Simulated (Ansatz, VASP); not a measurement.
**Two plane-wave programs on Rb**

```xyz
1
Lattice="-2.8060 2.8060 2.6938 2.8060 -2.8060 2.6938 2.8060 2.8060 -2.6938" Properties=species:S:1:pos:R:3 pbc="T T T"
Rb    0.0000    0.0000    0.0000
```

Change from the starting cell: strain +0.000 along x and y, -0.040 along z, atoms carried along.

Alike in both runs: task single point; functional PBEsol; k mesh 12 × 12 × 12; occupations gaussian, width 0.15 eV; no spin polarisation.

```csv
,VASP,Ansatz
version,VASP 6.6.1,Ansatz 0.2.0
potentials or method,"VASP PAW PBE potentials, release 64 (Rb_sv)","scalar-relativistic, plane waves, PAW"
plane-wave cutoff (eV),520,420
valence electrons in the cell,9,9
```

|  | VASP | Ansatz | Ansatz less VASP |
| --- | --- | --- | --- |
| gap on the k mesh at the Fermi level (eV) | none | none | - |
| pressure (GPa) | 0.1 | 0.1 | 0.00 |

A gap of «none» marks a metal or a gap that the smearing closes. With one functional, cell and mesh, what is left measures potentials, basis and numerics.

Caveats: the PAW data sets were made with another functional, which shifts forces and pressure a little (VASP).
